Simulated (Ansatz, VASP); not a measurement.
**One calculation of Pd, two programs**

Contents of INCAR:

```
SYSTEM = Pd
PREC = Accurate
ENCUT = 600
EDIFF = 1E-6
ISMEAR = 0
SIGMA = 0.1
LREAL = .False.
LASPH = .True.
NELM = 100
ALGO = Normal
ISIF = 3
LWAVE = .False.
LCHARG = .False.
GGA = PE
IBRION = 2
NSW = 90
EDIFFG = -0.04
```

The input KPOINTS:

```
regular mesh
0
Gamma
  6 6 6
  0 0 0
```

POSCAR

```
Pd
1.0
    1.6973996701      0.9799941565      3.1476241818
   -1.6973996701      0.9799941565      3.1476241818
    0.0000000000     -1.9599883129      3.1476241818
Pd
2
Direct
    0.2275400000      0.2275400000      0.2275400000
    0.7724600000      0.7724600000      0.7724600000
```

Input for Ansatz:

```yaml
crystal:
  lattice:
    - [1.6973996701, 0.9799941565, 3.1476241818]
    - [-1.6973996701, 0.9799941565, 3.1476241818]
    - [0.0, -1.9599883129, 3.1476241818]
  atoms:
    - { symbol: Pd, position: [0.22754, 0.22754, 0.22754] }
    - { symbol: Pd, position: [0.77246, 0.77246, 0.77246] }
basis:
  ecutwfc: 420
kpoints:
  mp_grid: { grid: [6, 6, 6] }
hamiltonian:
  xc: pbe
scf:
  occupations: { method: gaussian, width: 0.1 }
  lower_state_search: "off"
output:
  forces: true
  stress: true
  eigenvalues: true
relax:
  adjacent_minimum: "off"
  f_tol: 0.04
  max_steps: 70
  cell: { stress_tol: 0.4 }
```

Alike in both runs: task relaxation of cell and atoms; functional PBE; k mesh 6 × 6 × 6; occupations gaussian, width 0.1 eV; no spin polarisation.

```csv
,VASP,Ansatz
version,VASP 6.6.1,Ansatz 0.2.0
potentials or method,"VASP PAW PBE potentials, release 64 (Pd)","scalar-relativistic, plane waves, PAW"
plane-wave cutoff (eV),600,420
valence electrons in the cell,20,36
```

Ansatz gave:

* gap on the k mesh at the Fermi level, each at its own relaxed structure (eV): none
* relaxed volume (Å³/atom): 15.25
* relaxed cell length with the largest relative difference (Å): 4.833
* energy change over the relaxation (meV/atom): -1227

Question: What did VASP give for the same quantities?

Answer: gap on the k mesh at the Fermi level, each at its own relaxed structure (eV): none; relaxed volume (Å³/atom): 15.20; relaxed cell length with the largest relative difference (Å): 4.831; energy change over the relaxation (meV/atom): -1194.

A gap of «none» marks a metal or a gap that the smearing closes. The two sets of potentials don't hold the same shells in valence.

Caveats: the k mesh is coarse (spacing up to 0.37 Å⁻¹), so the values aren't converged.
